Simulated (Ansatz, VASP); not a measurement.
# Two plane-wave programs on ZnSe (Stilleite)

```
Zn Se
1.0
     0.00000    2.83242    2.83242
     2.83242    0.00000    2.83242
     2.83242    2.83242    0.00000
Zn Se
1 1
Direct
  0.00000 0.00000 0.00000
  0.25000 0.25000 0.25000
```

Alike in both runs: task single point; functional PBEsol; k mesh 6 × 6 × 6; no spin polarisation.

|  | VASP | Ansatz |
| --- | --- | --- |
| version | VASP 6.6.1 | Ansatz 0.2.0 |
| potentials or method | VASP PAW PBE potentials, release 64 (Zn, Se) | plane waves, PAW |
| plane-wave cutoff (eV) | 520 | 420 |
| occupations | gaussian, width 0.01 eV | fixed |
| valence electrons in the cell | 18 | 28 |

|  | VASP | Ansatz | Ansatz less VASP |
| --- | --- | --- | --- |
| gap on the k mesh at the Fermi level (eV) | 1.17 | 1.17 | -0.003 |
| pressure (GPa) | -0.8 | -1.0 | -0.25 |

The two sets of potentials don't hold the same shells in valence.

Caveats: the PAW data sets were made with another functional, which shifts forces and pressure a little (VASP). PBEsol gaps usually lie below the measured ones, often by a third to a half.
